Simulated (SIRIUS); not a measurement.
# Eu under changes of volume

One of the cells (48.859 Å³/atom); the others are scaled copies at fixed shape and fractional positions:

```
Eu
1.0
    -2.30300    2.30300    2.30300
     2.30300   -2.30300    2.30300
     2.30300    2.30300   -2.30300
Eu
1
Direct
  0.00000 0.00000 0.00000
```

```yaml
Program: SIRIUS 7.12.0
Functional: BLYP
Potentials_or_basis: all-electron FP-LAPW
Cutoff: 168 eV
Basis: apw+lo standard
k_mesh: 8 × 8 × 8
Occupations: fermi-dirac, width 0.05 eV
Spin: collinear spin, ferromagnetic start
Starting_moments: "[7.0] μB"
```

```tsv
volume (Å³/atom)	energy over the lowest point (meV/atom)	moment (μB per cell)
45.927	0.00	7.21
46.904	4.10	7.22
47.882	10.21	7.23
48.859	17.28	7.23
49.836	25.18	7.24
50.813	34.07	7.25
51.790	?	?
```

Question: What does the run at 51.790 Å³/atom give?

Answer: Energy over the lowest point 43.96 meV/atom; moment 7.25 μB per cell.

Worked out: A Birch-Murnaghan fit of order 3 (a polynomial in V^(-2/3)) to the other rows has its minimum at 44.57 Å³/atom, just outside them, with B0 = V·E''(V) = 21 GPa (rough, since the energies scatter). It gives 43.22 meV/atom at 51.790 Å³/atom, against the run's 43.96. A straight line through the other rows of the moment, of slope 0.0076 μB per Å³/atom, extrapolates to 7.26 μB, against the run's 7.25.

Energies are extrapolated to zero smearing.
